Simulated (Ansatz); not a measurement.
# SnS2: the cost of one run

Method: DFT PBE, scalar-relativistic, plane waves, PAW, in Ansatz 0.2.0.

## (1) The structure to begin with

The structure is trigonal, space group P-3m1 (No. 164). The conventional cell has a = 3.674 Å, b = 3.674 Å, c = 6.229 Å, α = 90.00°, β = 90.00°, γ = 120.00°. Sn (site symmetry -3m) is surrounded by 6 S at 2.58 Å. S (site symmetry 3m) is surrounded by 3 Sn at 2.58 Å.

Structure file:

```cif
data_structure
_symmetry_space_group_name_H-M 'P 1'
_symmetry_Int_Tables_number 1
_cell_length_a 3.6743
_cell_length_b 3.6743
_cell_length_c 6.2288
_cell_angle_alpha 90.000
_cell_angle_beta 90.000
_cell_angle_gamma 120.000
_cell_volume 72.83
loop_
_atom_site_label
_atom_site_type_symbol
_atom_site_fract_x
_atom_site_fract_y
_atom_site_fract_z
_atom_site_occupancy
Sn1 Sn 0.00000 0.00000 0.00000 1
S1 S 0.33333 0.66667 0.23465 1
S2 S 0.66667 0.33333 0.76535 1
```

The structure comes from the Materials Project (structure only).

(A quick probe on a coarse mesh, which set the mesh and smearing, is not shown.)

## (3) Relaxing cell and atoms

The input, input.yaml:

```yaml
crystal:
  lattice:
    - [3.6743056006, 0.0, 0.0]
    - [-1.8371528003, 3.1820419914, 0.0]
    - [0.0, 0.0, 6.22883184]
  atoms:
    - { symbol: Sn, position: [0.0, 0.0, 0.0] }
    - { symbol: S, position: [0.33333333, 0.66666667, 0.23465347] }
    - { symbol: S, position: [0.66666667, 0.33333333, 0.76534653] }
basis:
  ecutwfc: 420
kpoints:
  mp_grid: { grid: [12, 12, 6] }
hamiltonian:
  xc: pbe
scf:
  occupations: { method: gaussian, width: 0.02 }
output:
  forces: true
  stress: true
  eigenvalues: true
relax:
  adjacent_minimum: "off"
  f_tol: 0.005
  max_steps: 80
  cell: { stress_tol: 0.05 }
```

Launch:

```bash
$ ansatz run input.yaml --threads 4 --pin off --max-ram 8192MiB --backend cpu --events-out ev --progress --plain --runs-dir out
```

Q: Estimate wall time and peak memory on 4 threads of Arm Neoverse V2, shared host.

About 14 s, with a peak of 0.45 GiB.
